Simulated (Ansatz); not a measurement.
The system is CdF2.

```
Cd F
1.0
     0.00000    2.69400    2.69400
     2.69400    0.00000    2.69400
     2.69400    2.69400    0.00000
Cd F
1 2
Direct
  0.00000 0.00000 0.00000
  0.75000 0.75000 0.75000
  0.25000 0.25000 0.25000
```

Program: Ansatz 0.2.0. Alike in all runs: potentials or basis Ansatz PAW; cell as given; cutoff (eV) 420.

Order these runs on this cell by their band gap on the k mesh, lowest first.
A. level RPBE+D3(BJ); spin off; k mesh 9 × 9 × 9; smearing gaussian 0.05 eV
B. level LDA; spin SOC, no magnetisation; k mesh 7 × 7 × 7; smearing gaussian 0.01 eV
C. level PBE; spin off; k mesh 9 × 9 × 9; smearing gaussian 0.05 eV

B (2.87 eV), C (3.13 eV), A (3.33 eV).

Caveats: odd divisions of the mesh miss points on the zone boundary, where band edges often lie, so the gap on the mesh can be too wide.

A k mesh can miss the band edges.
